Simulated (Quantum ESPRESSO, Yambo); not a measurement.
# InP (F-43m): G0W0 with Yambo, start to end, part 2 of 2

How does a plane-wave GW calculation on InP (F-43m) run from the first input to the gap?

Quantum ESPRESSO 7.5 and Yambo 5.3.0; PBE and many-body steps on it, plane waves. Known limits of the many-body steps: not at the basis limit; no spin-orbit coupling; coarse k mesh.

So far. Step 2 (Ground state): The gap is direct, at Γ. Step 3 (Bands along the symmetry lines): The gap is 0.686 eV, as in the run before at this level.

## (4) Empty states on the mesh, 4×4×4 mesh, 127 bands

Level of this step: DFT, PBE, plane waves, norm-conserving pseudopotentials (Quantum ESPRESSO).

The sums over transitions need many empty states on a uniform mesh; this step solves for them.

File pw.in:

```
&control
  calculation = 'nscf'
  prefix = 'x'
  outdir = 'o'
  pseudo_dir = 'pseudo'
/
&system
  ibrav = 0
  nat = 2
  ntyp = 2
  ecutwfc = 80.0
  nbnd = 127
  force_symmorphic = .true.
/
&electrons
  conv_thr = 1e-9
  electron_maxstep = 80
  diago_full_acc = .true.
  diago_thr_init = 5e-6
/
ATOMIC_SPECIES
  In 114.82 In.upf
  P 30.974 P.upf
CELL_PARAMETERS angstrom
  -0.0000000000 2.9343500000 2.9343500000
  2.9343500000 -0.0000000000 2.9343500000
  2.9343500000 2.9343500000 -0.0000000000
ATOMIC_POSITIONS crystal
  In 0.0000000000 0.0000000000 0.0000000000
  P 0.2500000000 0.2500000000 0.2500000000
K_POINTS automatic
  4 4 4 0 0 0
```

The run is started by

```bash
> OMP_NUM_THREADS=1 mpirun -n 4 pw.x -nk 4 -in pw.in > pw.out
```

What it wrote:

```text
[banner, memory and clock lines left out]
Program PWSCF v.7.5 starts

     Atomic positions and unit cell read from directory:
     o/x.save/

     Message from routine setup:
     using ibrav=0 with symmetry is DISCOURAGED, use correct ibrav instead

     G-vector sticks info

     bravais-lattice index     =            0
     lattice parameter (alat)  =       7.8420  a.u.
     unit-cell volume          =     341.0062 (a.u.)^3
     number of atoms/cell      =            2
     number of atomic types    =            2
     number of electrons       =        26.00
     number of Kohn-Sham states=          127
     kinetic-energy cutoff     =      80.0000  Ry
     charge density cutoff     =     320.0000  Ry
     Exchange-correlation= PBE
                           (   1   4   3   4   0   0   0)

     celldm(1)=   7.841981  celldm(2)=   0.000000  celldm(3)=   0.000000
     celldm(4)=   0.000000  celldm(5)=   0.000000  celldm(6)=   0.000000

     crystal axes: (cart. coord. in units of alat)
               a(1) = (  -0.000000   0.707107   0.707107 )
               a(2) = (   0.707107  -0.000000   0.707107 )
               a(3) = (   0.707107   0.707107  -0.000000 )

     reciprocal axes: (cart. coord. in units 2 pi/alat)
               b(1) = ( -0.707107  0.707107  0.707107 )
               b(2) = (  0.707107 -0.707107  0.707107 )
               b(3) = (  0.707107  0.707107 -0.707107 )
     Pseudo is Norm-conserving + core correction, Zval = 21.0
     Generated using ONCVPSP code by D. R. Hamann
     Using radial grid of 1964 points,  6 beta functions with:
     Pseudo is Norm-conserving + core correction, Zval =  5.0
     Generated using ONCVPSP code by D. R. Hamann
     Using radial grid of 1298 points,  6 beta functions with:
     In               21.00   114.82000     In( 1.00)
     P                 5.00    30.97400     P ( 1.00)

     24 Sym. Ops. (no inversion) found

   Cartesian axes

     site n.     atom                  positions (alat units)
         1        In     tau(   1) = (   0.0000000   0.0000000   0.0000000  )
         2        P      tau(   2) = (   0.3535534   0.3535534   0.3535534  )

     number of k points=     8
                       cart. coord. in units 2pi/alat
        k(    1) = (   0.0000000   0.0000000   0.0000000), wk =   0.0312500
        k(    2) = (   0.1767767   0.1767767  -0.1767767), wk =   0.2500000
        k(    3) = (  -0.3535534  -0.3535534   0.3535534), wk =   0.1250000
[...]
k(    7) = (  -0.7071068   0.0000000   0.0000000), wk =   0.0937500
        k(    8) = (  -0.7071068   0.3535534   0.0000000), wk =   0.1875000

     Dense  grid:    33079 G-vectors     FFT dimensions: (  45,  45,  45)

     The potential is recalculated from file :
     o/x.save/charge-density

     Starting wfcs are   17 randomized atomic wfcs +  110 random wfcs

     Band Structure Calculation

     End of band structure calculation

          k = 0.0000 0.0000 0.0000 (  4111 PWs)   bands (ev):

  -106.7657 -65.2427 -65.2427 -65.2427  -5.9358  -5.9358  -5.9358  -5.7871
    -5.7871  -3.2311   8.2604   8.2604   8.2604   8.9469  12.3492  12.3492
    12.3492  16.8336  17.6674  17.6674  19.4792  19.4792  19.4792  22.1665
[...]
[... 4 further rows ...]
[...]
91.3125  94.2778  96.3383  96.3383  96.3383  99.6882  99.6883

          k = 0.1768 0.1768-0.1768 (  4122 PWs)   bands (ev):

[...]
[... 4 further rows ...]
[...]
95.7850  95.9510  96.2794  96.2794  97.2658  97.2658  97.2916

          k =-0.3536-0.3536 0.3536 (  4140 PWs)   bands (ev):

[...]
64.4159  66.7542  66.7542  66.8024  67.0517  67.0517  68.1622  68.8442
     [... 4 further rows ...]
    91.8718  91.8718  92.4602  92.4602  94.3707  94.5737  94.5737  94.8385
    95.3697  95.3697  96.8620  96.8620  97.7591  98.2623  98.9412

          k = 0.3536 0.0000 0.0000 (  4088 PWs)   bands (ev):

     [... further k-points ...]

     highest occupied, lowest unoccupied level (ev):     8.2604    8.9469

     XML data file, pseudopotentials, collected wavefunctions
```

Elapsed: 9.6 s, on 4 MPI ranks of Arm Neoverse V1, shared host; peak memory 0.38 GiB; 38 s of CPU time.

This step gave:

```
gap                                                           : 0.6864 eV
k of the valence top                                          : 0, 0, 0
k of the conduction bottom                                    : 0, 0, 0
least direct gap                                              : 0.6864 eV
k points computed                                             : 8
lowest point of the top converged band, above the valence top : 89.0312 eV
```

On this mesh the gap is 0.686 eV.

## (5) Conversion and set-up

This step: Yambo 5.3.0; conversion and set-up on PBE, plane waves, norm-conserving pseudopotentials.

The states are converted to the many-body program's format and the q mesh is built.

The run is started by

```bash
> (cd o/x.save; p2y > p2y.log; mv SAVE ../..); yambo > setup.log
```

What it wrote:

```text
 Yambo, version 5.3.0

 [02] CORE Variables Setup
 =========================

  [02.01] Unit cells
  ==================

  Cell kind             :  FCC
  Atoms in the cell     :  In  P
  number of In atoms    :  1
  number of P  atoms    :  1

  List of atomic masses
  Mass of In    :  114.8200
  Mass of P     :  30.97400

  List of atomic coordinates    : [cc]
  In1       :  0.000000  0.000000  0.000000  order 1
  P1       :  2.772559  2.772559  2.772559  order 2

  Alat factors          :  5.545118  5.545118  5.545118 [a.u.]
  Direct lattice volume :  341.0062 [a.u.]
  Direct lattice vectors:  A[ 1 ]  A[ 2 ]  A[ 3 ]
   A[ 1 ]: -0.000000  1.000000  1.000000  [iru]
  -0.000000  5.545118  5.545118  [cc]
   A[ 2 ]:  1.000000 -0.000000  1.000000  [iru]
   5.545118 -0.000000  5.545118  [cc]
   A[ 3 ]:  1.000000  1.000000 -0.000000  [iru]
   5.545118  5.545118 -0.000000  [cc]

  Recip. lattice volume :  0.727407 [a.u.]
  Recip. lattice vectors:  B[ 1 ]  B[ 2 ]  B[ 3 ]
   B[ 1 ]: -0.500000  0.500000  0.500000  [iku]
  -0.566551  0.566551  0.566551  [cc]
   B[ 2 ]:  0.500000 -0.500000  0.500000  [iku]
   0.566551 -0.566551  0.566551  [cc]
   B[ 3 ]:  0.500000  0.500000 -0.500000  [iku]
   0.566551  0.566551 -0.566551  [cc]

  [02.02] Symmetries
  ==================

  Inversion symmetry    : yes
  Spatial inversion     : no
  Inversion index       :  25
  K-space Time-reversal : yes
  Magnetic symmetries   : no
  Time-reversal derived K-space symmetries:   25   48
  Group table correct   : yes
  Symmetries units      :  [cc]

   [S  1]:   1.0000     -0.16705E-16 -0.16705E-16 -0.16705E-16   1.0000      0.16705E-16  0.16705E-16  0.16705E-16   1.0000
   [S  2]:  -1.0000      0.16705E-16 -0.16705E-16  0.16705E-16  -1.0000      0.16705E-16 -0.16705E-16 -0.16705E-16   1.0000
   [S  3]:  -1.0000     -0.16705E-16  0.16705E-16  0.16705E-16   1.0000     -0.16705E-16 -0.16705E-16  0.16705E-16  -1.0000
[...]
[S  9]: -0.16705E-16   1.0000     -0.16705E-16  0.16705E-16 -0.16705E-16   1.0000       1.0000      0.16705E-16  0.16705E-16
   [S 10]: -0.16705E-16  -1.0000      0.16705E-16  0.16705E-16  0.16705E-16  -1.0000       1.0000     -0.16705E-16 -0.16705E-16
     [... 36 further rows ...]
   [S*47]:   1.0000     -0.16705E-16  0.16705E-16 -0.16705E-16  0.16705E-16  -1.0000      0.16705E-16   1.0000     -0.16705E-16
   [S*48]:   1.0000      0.16705E-16 -0.16705E-16 -0.16705E-16 -0.16705E-16   1.0000      0.16705E-16  -1.0000      0.16705E-16

  [02.03] Reciprocal space
  ========================

  nG shells         :   335
  nG charge         :   33079
  nG WFs            :   4987
  nC WFs            :   4140
  G-vecs. in first 33 shells:  [ Number ]
     1    9   15   27   51   59   65   89  113
    137   169   181   229   259   283   307   331   339
    387   411   459   531   537   561   609   645   701
    725   749   821   869   893   941
  ...
[...]
K/Q-points units:
  rlu = crystal or reduced units; cc = cartesian coordinates; iku = interal k-units

  K [1]          [rlu]:  0.000000  0.000000  0.000000
         WF components:   4111
  K [2]          [rlu]: -0.79125E-17  0.59653E-17  0.25000
         WF components:   4122
  K [3]          [rlu]:  0.15825E-16 -0.11931E-16 -0.50000
         WF components:   4140
  K [4]          [rlu]: -0.20327E-17  0.25000      0.25000
         WF components:   4088
  K [5]          [rlu]: -0.17896E-16  0.25000     -0.50000
         WF components:   4121
  [... 2 further k-points ...]
  K [8]          [rlu]:  0.250000 -0.500000 -0.250000
         WF components:   4128

  [02.05] Energies & Occupations
  ==============================

  [X] === General ===
  [X] Electronic Temperature                        :  0.000000  0.000000 [eV K]
  [X] Bosonic    Temperature                        :  0.000000  0.000000 [eV K]
  [X] Finite Temperature mode                       : no
  [X] El. density                                   :  0.51453E+24 [cm-3]
  [X] Fermi Level                                   :  8.260446 [eV]

  [X] === Gaps and Widths ===
  [X] Conduction Band Min                           :  0.686430 [eV]
  [X] Valence Band Max                              :  0.000000 [eV]
  [X] Filled Bands                                  :  13
  [X] Empty Bands                                   :   14  127
  [X] Direct Gap                                    :  0.686430 [eV]
  [X] Direct Gap localized at k                     :  1
  [X] Indirect Gap                                  :  0.686430 [eV]
  [X] Indirect Gap between kpts                     :  1  1
  [X] Last valence band width                       :  2.892736 [eV]
  [X] 1st conduction band width                     :  3.606218 [eV]

  E @ K [1]:  [eV]
  -115.0261  -73.5032  -73.5032  -73.5032  -14.1962  -14.1962  -14.1962  -14.0476
   -14.048      -11.492     -0.37105E-09 -0.27078E-09   0.0000      0.68643       4.0887       4.0887
    4.08873   8.57316   9.40696   9.40696  11.21876  11.21876  11.21876  13.90602
[...]
occ @ K [1]
[...]
E @ K [2]:  [eV]
[...]
occ @ K [2]
[...]
E @ K [3]:  [eV]
[...]
occ @ K [3]
[...]
E @ K [4]:  [eV]
[...]
occ @ K [4]
[...]
E @ K [5]:  [eV]
[...]
occ @ K [5]
[...]
[... 2 further k-points ...]
  E @ K [8]:  [eV]
[...]
occ @ K [8]
[...]
0.000000  0.000000  0.000000  0.000000  0.000000  0.000000  0.000000  0.000000
   0.000000  0.000000  0.000000  0.000000  0.000000  0.000000  0.000000  0.000000

 [03] Transferred momenta grid and indexing
 ==========================================

 IBZ Q-points                                      :   8
 BZ  Q-points                                      :   64

 K/Q-points units:
 rlu = crystal or reduced units; cc = cartesian coordinates; iku = interal k-units

 Q [1]          [rlu]:  0.000000  0.000000  0.000000
 Q [2]          [rlu]:  0.92257E-17  0.92257E-17  0.25000
 Q [3]          [rlu]: -0.18451E-16 -0.18451E-16 -0.50000
[...]
Q [7]          [rlu]:  0.40653E-17 -0.50000     -0.50000
 Q [8]          [rlu]:  0.250000 -0.500000 -0.250000

  [03.01] X indexes
  =================

   [03.01.01] Sigma indexes
   ========================

 [06] Game Over & Game summary
```

Run time: 2.8 s. Hardware: 1 MPI rank; peak memory 0.25 GiB.

## (6) Screening and self-energy, 4×4×4 mesh, 127 bands, screening to 197.3 eV

Now the one-shot GW correction: screening in the RPA, then the self-energy of the levels asked for.

This step: G0W0 on PBE, plane waves, norm-conserving pseudopotentials.

File gw1.in:

```
HF_and_locXC
gw0
dyson
ppa
em1d
rim_cut
RandQpts= 1000000
RandGvec= 1 RL
EXXRLvcs= 80 Ry
VXCRLvcs= 320 Ry
Chimod= "HARTREE"
% BndsRnXp
 1 | 127 |
%
NGsBlkXp= 14.5 Ry
% LongDrXp
 1 | 1 | 1 |
%
% GbndRnge
 1 | 127 |
%
DysSolver= "n"
ExtendOut
PPAPntXp= 27.21138 eV
% QPkrange
 1 | 1 | 12 | 15 |
%
```

The run is started by

```bash
> OMP_NUM_THREADS=1 mpirun -n 4 yambo -F gw1.in -J gw1 -C gw1 > gw1.log
```

What it wrote:

```text
 Yambo, version 5.3.0

 [02] CORE Variables Setup
 =========================

  [... cell, symmetries and grids as in the set-up ...]

  [02.05] Energies & Occupations
  ==============================

  [X] === General ===
  [X] Electronic Temperature                        :  0.000000  0.000000 [eV K]
  [X] Bosonic    Temperature                        :  0.000000  0.000000 [eV K]
  [X] Finite Temperature mode                       : no
  [X] El. density                                   :  0.51453E+24 [cm-3]
  [X] Fermi Level                                   :  8.260446 [eV]

  [X] === Gaps and Widths ===
  [X] Conduction Band Min                           :  0.686430 [eV]
  [X] Valence Band Max                              :  0.000000 [eV]
  [X] Filled Bands                                  :  13
  [X] Empty Bands                                   :   14  127
  [X] Direct Gap                                    :  0.686430 [eV]
  [X] Direct Gap localized at k                     :  1
  [X] Indirect Gap                                  :  0.686430 [eV]
  [X] Indirect Gap between kpts                     :  1  1
  [X] Last valence band width                       :  2.892736 [eV]
  [X] 1st conduction band width                     :  3.606218 [eV]

 [03] Transferred momenta grid and indexing
 ==========================================

 IBZ Q-points                                      :   8
 BZ  Q-points                                      :   64

 K/Q-points units:
 rlu = crystal or reduced units; cc = cartesian coordinates; iku = interal k-units

 Q [1]          [rlu]:  0.000000  0.000000  0.000000
 Q [2]          [rlu]:  0.92257E-17  0.92257E-17  0.25000
 Q [3]          [rlu]: -0.18451E-16 -0.18451E-16 -0.50000
 Q [4]          [rlu]: -0.20327E-17  0.25000      0.25000
 Q [5]          [rlu]: -0.25051E-16  0.25000      0.50000
 Q [6]          [rlu]: -0.73963E-16  0.25000     -0.25000
 Q [7]          [rlu]:  0.40653E-17 -0.50000     -0.50000
 Q [8]          [rlu]:  0.250000 -0.500000 -0.250000

 [04] Coloumb potential Random Integration (RIM)
 ===============================================

  [04.01] RIM initialization
  ==========================

  * Diagonal components only detected *

  8 x (sBL volume)        :  0.090926 [a.u.]
  sBZ random points       :  1000000
  Points outside the sBZ  :   7996195
  RL volume               :  0.727407 [a.u.]
  Integrated volume       :  0.727753 [a.u.]

  [04.02] RIM integrals
  =====================

  Gamma point sphere radius             :  0.081567 [a.u.]
  Points outside the sphere             :   799659
  [Int_sBZ(q=0) 1/q^2]*(Vol_sBZ)^(-1/3) =:  7.764404
                                 should be <:  7.795600

  Summary of Coulomb integrals for non-metallic bands |Q|[au] RIM/Bare

  Q [1] 0.100000E-4 0.995998 * Q [2] 0.245324 1.064860
  Q [4] 0.283276 1.063169 * Q [6] 0.400612 1.026099
  Q [5] 0.469759 1.019144 * Q [3] 0.490648 1.017217
  Q [7] 0.566551 1.014132 * Q [8] 0.633423 1.011005

 [05] Dipoles
 ============

  [05.01] Setup: observables and procedures
  =========================================

 [06] Dynamic Dielectric Matrix (PPA)
 ====================================

 [WR./gw1//ndb.pp]---------------------------------------------------------------
  Brillouin Zone Q/K grids (IBZ/BZ)                :    8   64    8   64
  RL vectors                                       :   5029 [WF]
  Coulomb cutoff potential                         : none
  Electronic Temperature                           :  0.000000 [K]
  Bosonic    Temperature                           :  0.000000 [K]
  PPA    diel. fun.  energies                      : Perdew, Burke & Ernzerhof(X)+Perdew, Burke & Ernzerhof(C)
  wavefunctions                                    : Perdew, Burke & Ernzerhof(X)+Perdew, Burke & Ernzerhof(C)
  Global Gauge                                     : length
  X matrix size                                    :   331
  X band range                                     :    1  127
  X e/h energy range                               : -1.000000 -1.000000 [eV]
  X Time ordering                                  : R
  X Hxc Kernel                                     : HARTREE
  X Drude frequency                                :  0.000000  0.000000
  X poles                                          :  100.0000 [o/o]
  RL vectors in the sum                            :   5029
  [r,Vnl] included                                 : yes
  Field direction                                  :  0.577350E-5  0.577350E-5  0.577350E-5
  BZ energy Double Grid                            : no
  BZ energy DbGd points                            : 0
  BZ Q point size factor                           : -1.000000
  X Optical Averaged directions                    : none

 [07] Local Exchange-Correlation + Non-Local Fock
 ================================================

 [VXC] Plane waves :   33079
 [EXS] Plane waves :   4279

 QP @ state[ 1 ] K range:  1  1
 QP @ state[ 1 ] b range:  12  15

 [xc] Functional : Perdew, Burke & Ernzerhof(X)+Perdew, Burke & Ernzerhof(C)
 [xc] LIBXC used to calculate xc functional
  PP Number of Atomic Species                      :  2
  NLCC RL compoments                               :   33079
  PP Number of Atomic Species                      :  2
  NLCC RL compoments                               :   33079

 [xc] E_xc :  -18.18593 [Ha]
      E_xc :  -36.37185 [Ry]

  Local XC kind (lXC) : Perdew, Burke & Ernzerhof(X)+Perdew, Burke & Ernzerhof(C)
  Non-Local XC kind (nlXC) : Hartree-Fock

  Corrections @ K [1] :  [eV]
 <12|nlXC|12> = -14.69986 -0.14001E-17 <12|lXC|12> = -12.90482  0.16193E-22
 <13|nlXC|13> = -14.69983 -0.52051E-17 <13|lXC|13> = -12.90482  0.48531E-20
 <14|nlXC|14> = -7.810342  0.11775E-17 <14|lXC|14> = -11.73024 -0.60805E-20
 <15|nlXC|15> = -6.356840  0.36641E-17 <15|lXC|15> = -10.77631 -0.47227E-16

 [08] Dyson equation: Newton solver
 ==================================

  [08.01] G0W0 (W PPA)
  ====================

  [  GW  ] Bands range     :    1  127
  [GW/PPA] G damping       :  0.100000 [eV]

  QP @ state[ 1 ] K range:  1  1
  QP @ state[ 1 ] b range:  12  15

   Sc/G bands                                       :    1  127
   Sc/G damping                                     :  0.100000 ev
   Sc bands terminator                              : no
   Sx RL components                                 :   4279

   QP @ state[ 1 ] K range                          :  1  1
   QP @ state[ 1 ] b range                          :  12  15
   GF energies kind                                 : Perdew, Burke & Ernzerhof(X)+Perdew, Burke & Ernzerhof(C)
   GF WF`s kind                                     : Perdew, Burke & Ernzerhof(X)+Perdew, Burke & Ernzerhof(C)
   Xs energies kind                                 : Perdew, Burke & Ernzerhof(X)+Perdew, Burke & Ernzerhof(C)
   Xs WF`s kind                                     : Perdew, Burke & Ernzerhof(X)+Perdew, Burke & Ernzerhof(C)

 [11] Game Over & Game summary
```

The job ended after 1.8 min (4 MPI ranks; peak memory 1.6 GiB).

This step gave:

* G0W0 gap on the points computed: 1.374 eV
* starting gap on the mesh: 0.6864 eV
* k of the valence top: 0, 0, 0
* k of the conduction bottom: 0, 0, 0
* least direct G0W0 gap on the computed points: 1.374 eV
* Z at the valence top: 0.7804
* Z at the conduction bottom: 0.7941

The gap on the mesh goes from 0.69 eV to 1.37 eV, a correction of +0.69 eV.

Limits: finite bands, cutoff and mesh; no spin-orbit coupling; coarse k mesh. v1 is the top filled band, c1 the lowest empty one. Levels before and after the correction, in eV, zero at the valence-band top of each column:

|  | conduction bottom | valence top |
| --- | --- | --- |
| Kohn-Sham | 0.69 | 0.00 |
| G0W0 | 1.37 | 0.00 |

|  | level | energy (eV) |
| --- | --- | --- |
| Kohn-Sham | Γ v2-v1 | 0.000 |
| Kohn-Sham | Γ c1 | 0.686 |
| Kohn-Sham | Γ c2 | 4.089 |
| G0W0 | Γ v2-v1 | 0.000 |
| G0W0 | Γ c1 | 1.374 |
| G0W0 | Γ c2 | 4.873 |

## (7) Where the time went

Times are wall times on the hardware named with each run, good to a factor of about two.

| step | time | share | memory (GiB) |
| --- | --- | --- | --- |
| ground state | 5.9 s | 5 % | 0.26 |
| bands along the symmetry lines | 5.2 s | 4 % | 0.23 |
| empty states on the mesh | 9.6 s | 7 % | 0.38 |
| conversion and set-up | 2.8 s | 2 % | 0.25 |
| screening and self-energy | 1.8 min | 82 % | 1.6 |

## (8) What came out

```yaml
pbe_gap: 0.69 eV, direct
g0w0_gap_on_the_mesh: 1.37 eV
gw_settings: 4×4×4 mesh, 127 bands, screening to 197.3 eV, Godby-Needs plasmon pole
known_limits: not at the basis limit; no spin-orbit coupling; coarse k mesh
```

What this shows: G0W0 moves the gap on the mesh from 0.69 eV to 1.37 eV (+0.69 eV), with Z of 0.78 and 0.79 at the edges. Only 1 of the mesh's irreducible points was corrected, so a valley elsewhere could overtake. The dearest step here is «screening and self-energy». Bands and cutoff are finite, so the gap is not at the basis limit. The miss can reach some tenths of an eV and take either sign; the mesh is an error of its own. In the G0W0 run levels were corrected at 1 k point alone, so a gap called «on the mesh» is the least over those, and an edge elsewhere would be missed. The 4×4×4 mesh is coarse for this cell, which bears on the long-range parts of exchange and screening. The many-body steps are scalar-relativistic: spin-orbit coupling is not in them.

[Paths, hosts, dates, memory and timing lines, banners, echoed tables and standing remarks are left out of the program output.]

[Logs are printed without paths, hosts, clocks, repeated set-up lines and the standing remarks that a program may print on its own settings, such as how far it seeks lower states.]

[Runs of the session that timed out or met a known fault of the program may be left out.]

[Hosts, paths, dates, database ids (printed as entryN), source tags and the programs' standing remarks are cut or masked in the printed files.]
